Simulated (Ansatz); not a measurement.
**Dielectric response of CdS (110) films**

Wanted: ε of zincblende CdS (110) by finite fields on slabs, and the band edges against the vacuum where run.

Program: Ansatz 0.2.0. Level of theory: plane-wave DFT, PBEsol, Ansatz PAW. Results are calculated unless marked as measured.

Report form: the programs' logs are mostly left out.

### Step 1. The starting structure

The cell holds 10 atoms: 5 Cd and 5 S. Its edges and angles: a = 4.115 Å, b = 5.820 Å, c = 26.231 Å, α = 90.0°, β = 90.0°, γ = 90.0°. It derives from CdS (zincblende CdS). Vacuum lies along c.

Structure file:

```cif
data_structure
_symmetry_space_group_name_H-M 'P 1'
_symmetry_Int_Tables_number 1
_cell_length_a 4.1154
_cell_length_b 5.8200
_cell_length_c 26.2307
_cell_angle_alpha 90.000
_cell_angle_beta 90.000
_cell_angle_gamma 90.000
_cell_volume 628.26
loop_
_atom_site_label
_atom_site_type_symbol
_atom_site_fract_x
_atom_site_fract_y
_atom_site_fract_z
_atom_site_occupancy
Cd1 Cd 0.50000 0.50000 0.34311 1
S2 S 0.00000 0.75000 0.34311 1
Cd3 Cd 0.00000 0.00000 0.42155 1
S4 S 0.50000 0.25000 0.42155 1
Cd5 Cd 0.50000 0.50000 0.50000 1
S6 S 0.00000 0.75000 0.50000 1
Cd7 Cd 0.00000 0.00000 0.57845 1
S8 S 0.50000 0.25000 0.57845 1
Cd9 Cd 0.50000 0.50000 0.65689 1
S10 S 0.00000 0.75000 0.65689 1
```

### Step 2. Relaxation, 10 atoms, units 5

The structure is relaxed first, because levels and dipoles at a surface follow the positions of the outer atoms.

File input.yaml:

```yaml
crystal:
  lattice:
    - [4.11536147, 0.0, 0.0]
    - [0.0, 5.82, 0.0]
    - [0.0, 0.0, 26.230722933]
  atoms:
    - { symbol: Cd, position: [0.5, 0.5, 0.34310911] }
    - { symbol: S, position: [0.0, 0.75, 0.34310911] }
    - { symbol: Cd, position: [0.0, 0.0, 0.421554555] }
    - { symbol: S, position: [0.5, 0.25, 0.421554555] }
    - { symbol: Cd, position: [0.5, 0.5, 0.5] }
    - { symbol: S, position: [0.0, 0.75, 0.5] }
    - { symbol: Cd, position: [0.0, 0.0, 0.578445445] }
    - { symbol: S, position: [0.5, 0.25, 0.578445445] }
    - { symbol: Cd, position: [0.5, 0.5, 0.65689089] }
    - { symbol: S, position: [0.0, 0.75, 0.65689089] }
kpoints:
  mp_grid: { grid: [6, 6, 1] }
hamiltonian:
  xc: pbesol
scf:
  occupations: { method: fixed }
  convergence: { dr2_threshold: 1.0e-09 }
efield:
  axis: 3
  dipole_correction: true
  ramp_position: 0.97
  ramp_width: 0.06
relax:
  f_tol: 0.003
  max_steps: 100
output:
  write_potential: true
  write_density: true
  volumetric_format: npy
```

Launch:

```sh
$ ansatz run input.yaml --threads 4 --pin off --max-ram 12288MiB --backend cpu --events-out ev --progress --plain --runs-dir out
```

Wall time 1.9 min (4 threads of Arm Neoverse V1, shared host); peak memory 1.5 GiB; 7.5 min of CPU time.

The steps of the relaxation:

| step | energy less that of the first step (eV) | largest force component (eV/Å) |
| --- | --- | --- |
| 1 | 0.0000 | 0.9832 |
| 2 | -0.5243 | 0.5762 |
| 3 | -0.7587 | 0.2604 |
| 4 | -0.8042 | 0.0335 |
| 5 | -0.8048 | 0.0118 |
| 6 | -0.8049 | 0.0026 |

The run keeps the 2 symmetry operations that it works with, so distortions that break them were not tested.

The atoms that moved most (Å):

| atom | dx | dy | dz | length |
| --- | --- | --- | --- | --- |
| Cd9 | 0.000 | 0.300 | -0.451 | 0.542 |
| Cd1 | 0.000 | 0.300 | 0.451 | 0.542 |
| S10 | 0.000 | 0.014 | 0.157 | 0.158 |
| S2 | 0.000 | 0.014 | -0.157 | 0.158 |
| Cd3 | 0.000 | -0.124 | -0.084 | 0.150 |
| Cd7 | 0.000 | -0.124 | 0.084 | 0.150 |
| S4 | 0.000 | -0.112 | 0.013 | 0.113 |
| S8 | 0.000 | -0.112 | -0.013 | 0.113 |

The relaxed structure:

```cif
data_structure
_symmetry_space_group_name_H-M 'P 1'
_symmetry_Int_Tables_number 1
_cell_length_a 4.1154
_cell_length_b 5.8200
_cell_length_c 26.2307
_cell_angle_alpha 90.000
_cell_angle_beta 90.000
_cell_angle_gamma 90.000
_cell_volume 628.26
loop_
_atom_site_label
_atom_site_type_symbol
_atom_site_fract_x
_atom_site_fract_y
_atom_site_fract_z
_atom_site_occupancy
Cd1 Cd 0.50000 0.55151 0.36031 1
S2 S 0.00000 0.75239 0.33712 1
Cd3 Cd 0.00000 0.97874 0.41835 1
S4 S 0.50000 0.23076 0.42205 1
Cd5 Cd 0.50000 0.48456 0.50000 1
S6 S 0.00000 0.73864 0.50000 1
Cd7 Cd 0.00000 0.97874 0.58165 1
S8 S 0.50000 0.23076 0.57795 1
Cd9 Cd 0.50000 0.55151 0.63969 1
S10 S 0.00000 0.75239 0.66288 1
```

Numbers from this step:

- gap on the k-mesh: 1.543 eV
- dipole along the normal: 2.21e-7 e·Å
- ionisation energy, upper face: 5.947 eV
- electron affinity, upper face: 4.404 eV

Running mean over 2.058 Å of the planar mean; the ramp of the sawtooth is left out. Table of electron's electrostatic potential energy less the highest filled level by z:

```
z (Å)  electron's electrostatic potential energy less the highest filled level (eV)
  3.5                                                                          5.95
  4.0                                                                          5.95
  4.5                                                                          5.95
  5.0                                                                          5.95
  5.5                                                                          5.94
  6.0                                                                          5.93
  6.5                                                                          5.88
  7.0                                                                          5.65
  7.5                                                                          4.71
  8.0                                                                          2.89
  8.5                                                                         0.871
  9.0                                                                        -0.541
  9.5                                                                         -1.43
 10.0                                                                         -2.03
 10.5                                                                         -2.20
 11.0                                                                         -1.88
 11.5                                                                         -1.39
 12.0                                                                         -1.18
 12.5                                                                         -1.14
 13.0                                                                         -1.17
 13.5                                                                         -1.15
 14.0                                                                         -1.15
 14.5                                                                         -1.27
 15.0                                                                         -1.61
 15.5                                                                         -2.12
 16.0                                                                         -2.16
 16.5                                                                         -1.75
 17.0                                                                         -1.00
 17.5                                                                         0.137
 18.0                                                                          1.92
 18.5                                                                          3.96
 19.0                                                                          5.34
 19.5                                                                          5.81
 20.0                                                                          5.92
 20.5                                                                          5.94
 21.0                                                                          5.95
 21.5                                                                          5.95
 22.0                                                                          5.95
 22.5                                                                          5.95
 23.0                                                                          5.95
```

The relaxation took 6 steps and lowered the energy by 0.80 eV; the largest force on the free atoms ends at 0.0026 eV/Å.

The gap is 1.54 eV, with the valence edge 5.95 eV and the conduction edge 4.40 eV under the upper vacuum level.

### Step 3. Single point on the relaxed film, 10 atoms, units 5

The film was relaxed beforehand; a single point on the relaxed positions gives its levels and potential.

input.yaml, the sections that differ from step 2:

```yaml
crystal:
  lattice:
    - [4.11536147, 0.0, 0.0]
    - [0.0, 5.82, 0.0]
    - [0.0, 0.0, 26.230722933]
  atoms:
    - { symbol: Cd, position: [0.5, 0.5515053542, 0.3603099812] }
    - { symbol: S, position: [0.0, 0.7523892407, 0.3371175403] }
    - { symbol: Cd, position: [0.0, -0.0212596983, 0.4183465361] }
    - { symbol: S, position: [0.5, 0.2307645537, 0.4220544883] }
    - { symbol: Cd, position: [0.5, 0.4845623672, 0.4999999998] }
    - { symbol: S, position: [0.0, 0.7386387106, 0.5000000005] }
    - { symbol: Cd, position: [0.0, -0.0212596942, 0.5816534625] }
    - { symbol: S, position: [0.5, 0.230764558, 0.5779455132] }
    - { symbol: Cd, position: [0.5, 0.5515053615, 0.6396900184] }
    - { symbol: S, position: [0.0, 0.7523892467, 0.6628824597] }
output:
  eigenvalues: true
  write_potential: true
  write_density: true
  volumetric_format: npy
# kpoints, hamiltonian, scf, efield: as in step 2
# relax: removed
```

Run time: 30 s. Hardware: 4 threads; peak memory 1.7 GiB.

This step gave:

- dipole along the normal: -2.46e-5 e·Å

Running mean over 2.058 Å of the planar mean; the ramp of the sawtooth is left out. Electron's electrostatic potential energy less the highest filled level against z:

(Unchanged from step 2.)

The gap is 1.54 eV, with the valence edge 5.95 eV and the conduction edge 4.40 eV under the upper vacuum level.

### Step 4. Single point, 10 atoms, units 5, field 0.05 V/Å

A sawtooth potential applies the field, turning back in the middle of the vacuum. With the dipole correction the typed value is the field outside the slab. The induced dipole is small, so the SCF threshold is tight.

input.yaml, as its differences from that of step 3:

```diff
@@ -22,3 +22,3 @@
   occupations: { method: fixed }
-  convergence: { dr2_threshold: 1.0e-09 }
+  convergence: { dr2_threshold: 1.0e-10 }
 efield:
@@ -28,4 +28,4 @@
   ramp_width: 0.06
+  amplitude: 0.05
 output:
-  eigenvalues: true
   write_potential: true
```

It took 33 s on 4 threads; peak memory 1.7 GiB.

This step gave:

```yaml
gap_on_the_k_mesh: 1.540 eV
dipole_along_the_normal: 0.05900 e·Å
```

The dipole is 0.0590 e·Å, and the gap on the mesh 1.540 eV.

### Step 5. Atoms held, 10 atoms, units 5, field -0.05 V/Å

input.yaml, as its differences from that of step 4:

```diff
@@ -28,3 +28,3 @@
   ramp_width: 0.06
-  amplitude: 0.05
+  amplitude: -0.05
 output:
```

The job ended after 32 s (4 threads; peak memory 1.7 GiB).

The dipole is -0.0590 e·Å, and the gap on the mesh 1.540 eV.

### Step 6. Response with the atoms held, 10 atoms, units 5

This step: plane-wave DFT, PBEsol, Ansatz PAW; response to a field along the normal, atoms held (Ansatz 0.2.0).

The two fields give this film's response with the atoms held: the electronic part.

Numbers from this step:

| Quantity | Value |
| --- | --- |
| equivalent conductor thickness p/(ε₀AE) | 8.915 Å |
| distance between the outer atoms | 8.545 Å |
| thickness | 10.29 Å |
| inner field over outer field | 0.1585 |
| local ε in the middle | 6.308 |

Local field over the applied field, running mean. From the potentials at -0.05 and 0.05 V/Å; running mean over 2.058 Å, taken twice. The local field over applied field by z:

z (Å), local field over applied field and a bar from the least value:
```
        4      0.999 ##############################
        5      0.995 ##############################
        6      0.961 #############################
        7      0.818 ########################
        8      0.541 ##############
        9      0.275 ####
       10      0.159 
       11      0.154 
       12      0.160 
       13      0.157 
       14      0.160 
       15      0.156 
       16      0.153 
       17      0.233 ###
       18      0.471 ###########
       19      0.763 ######################
       20      0.940 ############################
       21      0.992 ##############################
       22      0.999 ##############################
```

Electrons, planar mean, per unit field. The induced electron density by z:

```
z (Å)  induced electron density (e/Å³ per V/Å)
  4.0                                   1.2e-6
  4.5                                   4.0e-6
  5.0                                   1.3e-5
  5.5                                   4.2e-5
  6.0                                   1.3e-4
  6.5                                   3.7e-4
  7.0                                   9.9e-4
  7.5                                  0.00216
  8.0                                  0.00300
  8.5                                  0.00176
  9.0                                   8.1e-4
  9.5                                   6.4e-4
 10.0                                  -2.8e-4
 10.5                                  -3.0e-4
 11.0                                  -2.6e-4
 11.5                                   6.2e-5
 12.0                                   2.0e-4
 12.5                                   5.9e-5
 13.0                                  -1.1e-4
 13.5                                   1.3e-4
 14.0                                  -2.1e-4
 14.5                                  -1.3e-4
 15.0                                   6.1e-5
 15.5                                   3.3e-4
 16.0                                   3.4e-4
 16.5                                  -1.2e-4
 17.0                                  -9.4e-4
 17.5                                 -0.00101
 18.0                                 -0.00266
 18.5                                 -0.00272
 19.0                                 -0.00147
 19.5                                  -5.9e-4
 20.0                                  -2.1e-4
 20.5                                  -7.2e-5
 21.0                                  -2.3e-5
 21.5                                  -7.0e-6
 22.0                                  -2.1e-6
```

By hand: between -0.05 and 0.05 V/Å the dipole changes by 0.1180 e·Å, a slope of 1.180 e·Å²/V. A perfect conductor of thickness t has p = ε₀AEt, so t = 180.95 × 1.180 / 23.951 = 8.92 Å (e/ε₀ = 180.95 V·Å, A in Å²).

The induced dipole is that of a conductor 8.92 Å thick.

### Step 7. Relaxing in the field, 10 atoms, field 0.05 V/Å

This step: plane-wave DFT, PBEsol, Ansatz PAW (Ansatz 0.2.0).

Now the atoms may follow the field. A weak field makes forces of meV/Å to tens of meV/Å, so the force tolerance is set well below the usual one.

input.yaml, as its differences from that of step 5:

```diff
@@ -28,3 +28,6 @@
   ramp_width: 0.06
-  amplitude: -0.05
+  amplitude: 0.05
+relax:
+  f_tol: 0.0006
+  max_steps: 70
 output:
```

Wall time 71 s (4 threads); peak memory 1.5 GiB; 4.6 min of CPU time.

Hardly anything moved in the relaxation; the energy changed by under 0.2 meV an atom.

This step gave:

* gap on the k-mesh: 1.543 eV
* dipole along the normal: 0.06319 e·Å

The relaxation took 4 steps and lowered the energy by 1.1e-4 eV; the largest force on the free atoms ends at 4.4e-4 eV/Å.

The dipole is 0.0632 e·Å, and the gap on the mesh 1.543 eV.

### Step 8. Relaxing in the field, 10 atoms, field -0.05 V/Å

The opposite sign, again from the field-free geometry; the difference of the two cancels what relaxes without a field.

input.yaml, as its differences from that of step 7:

```diff
@@ -28,3 +28,3 @@
   ramp_width: 0.06
-  amplitude: 0.05
+  amplitude: -0.05
 relax:
```

Run time: 72 s. Hardware: 4 threads; peak memory 1.5 GiB; 4.7 min of CPU time.

No atom moved by 0.005 Å in the relaxation.

The relaxation took 4 steps and lowered the energy by 1.1e-4 eV; the largest force on the free atoms ends at 4.4e-4 eV/Å.

The dipole is -0.0632 e·Å, and the gap on the mesh 1.543 eV.

### Step 9. Response with the atoms relaxed, 10 atoms, units 5

This step: plane-wave DFT, PBEsol, Ansatz PAW; response to a field along the normal, atoms relaxed (Ansatz 0.2.0).

The two relaxed runs give the static response.

Numbers from this step:

| Quantity | Value |
| --- | --- |
| equivalent conductor thickness p/(ε₀AE) | 9.548 Å |
| distance between the outer atoms | 8.544 Å |
| inner field over outer field | 0.1172 |
| local ε in the middle | 8.531 |

Local field over the applied field, running mean. From the potentials at -0.05 and 0.05 V/Å; running mean over 2.058 Å, taken twice. Table of local field over applied field by z:

```
z (Å)  local field over applied field
  4.0                           0.999
  4.5                           0.998
  5.0                           0.995
  5.5                           0.984
  6.0                           0.951
  6.5                           0.890
  7.0                           0.821
  7.5                           0.715
  8.0                           0.557
  8.5                           0.380
  9.0                           0.187
  9.5                          0.0424
 10.0                          0.0122
 10.5                          0.0533
 11.0                           0.108
 11.5                           0.151
 12.0                           0.147
 12.5                           0.114
 13.0                           0.107
 13.5                           0.110
 14.0                           0.129
 14.5                           0.157
 15.0                           0.130
 15.5                          0.0789
 16.0                          0.0272
 16.5                          0.0132
 17.0                           0.112
 17.5                           0.287
 18.0                           0.479
 18.5                           0.647
 19.0                           0.777
 19.5                           0.862
 20.0                           0.923
 20.5                           0.973
 21.0                           0.991
 21.5                           0.997
 22.0                           0.999
```

The induced dipole is that of a conductor 9.55 Å thick.

(Part 1 of 3 ends here.)

[Logs are printed without paths, hosts, clocks, repeated set-up lines and the standing remarks that a program may print on its own settings, such as how far it seeks lower states.]

[Hosts, paths, dates, database ids (printed as entryN), source tags and the programs' standing remarks are cut or masked in the printed files.]

[Maps of the electrostatic potential energy from Ansatz leave out the sawtooth potential of an applied field or a dipole correction, so their vacuum need not be flat; planar profiles and work functions include it.]
